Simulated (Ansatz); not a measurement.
Runs of Ansatz 0.2.0 on Fe. The structure is hexagonal, space group P6_3/mmc (No. 194). The conventional cell has a = 2.434 Å, b = 2.434 Å, c = 3.842 Å, α = 90.00°, β = 90.00°, γ = 120.00°. Around Fe (site symmetry -6m2) lie 12 Fe at 2.38 to 2.43 Å. This isn't the form of Fe at room conditions, which is bcc.

| task | level | cell | k mesh | cutoff (eV) | points for each segment of the path | mesh quality | gap on the mesh (eV) | moment (μB) | V0 of scaled cells (Å³/atom) | relaxed volume (Å³/atom) | B0 (GPa) |
| --- | --- | --- | --- | --- | --- | --- | --- | --- | --- | --- | --- |
| band structure | r2SCAN | as given | 12 × 12 × 7 | 500 | 14 | not flagged | none | 5.16 | - | - | - |
| band structure | HSEsol | as given | 6 × 6 × 4 | 420 | 4 | coarse | none | 5.36 | - | - | - |
| equation of state | PBEsol | as given | 12 × 12 × 7 | 420 | - | not flagged | - | - | 9.81 | - | 324 |
| single point | PBEsol0 | as given | 6 × 6 × 4 | 420 | - | coarse | none | 0.31 | - | - | - |
| relaxation of cell and atoms | PBEsol0 | relaxed | 6 × 6 × 4 | 420 | - | coarse | none | 0.31 | - | (b) | - |
| relaxation of cell and atoms | HSEsol | relaxed | 6 × 6 × 4 | 420 | - | coarse | none | 5.53 | - | 12.02 | - |
| relaxation of cell and atoms | HSE03 | relaxed | 6 × 6 × 4 | 420 | - | coarse | none | 6.15 | - | (a) | - |
| equation of state | HSE06 | as given | 8 × 8 × 4 | 420 | - | coarse | - | - | 9.58 | - | 352 |

Alike in all rows: potentials or basis Ansatz PAW; spin collinear, ferromagnetic start; smearing fermi-dirac 0.05 eV.

Problem. Estimate the missing entries.

Solution. (a) 13.10; (b) 9.37.

Caveats: some runs use coarse meshes; the PAW data sets come from PBE, with cores solved anew for the run's functional, which leaves a small shift of forces and pressure; the magnetic or orbital state may not be the lowest (some runs); the plane-wave basis is chosen anew once the cell has moved, so the energies of steps on either side of that aren't comparable (some runs); the cell was scaled at fixed shape and fractional positions, which overstates the stiffness of a crystal with free parameters, most of all of layers and chains (some runs); the volume moved by over 15 % at a fixed basis, so the end points are rough (some runs); a pressure of tens of GPa on the cell as given is suspect, and the run, the potentials or the cell itself is likely at fault (some runs).

A k mesh can miss the band edges.

A gap of «none» marks a metal or a gap under the smearing width.

Not every run made on this cell is shown here.
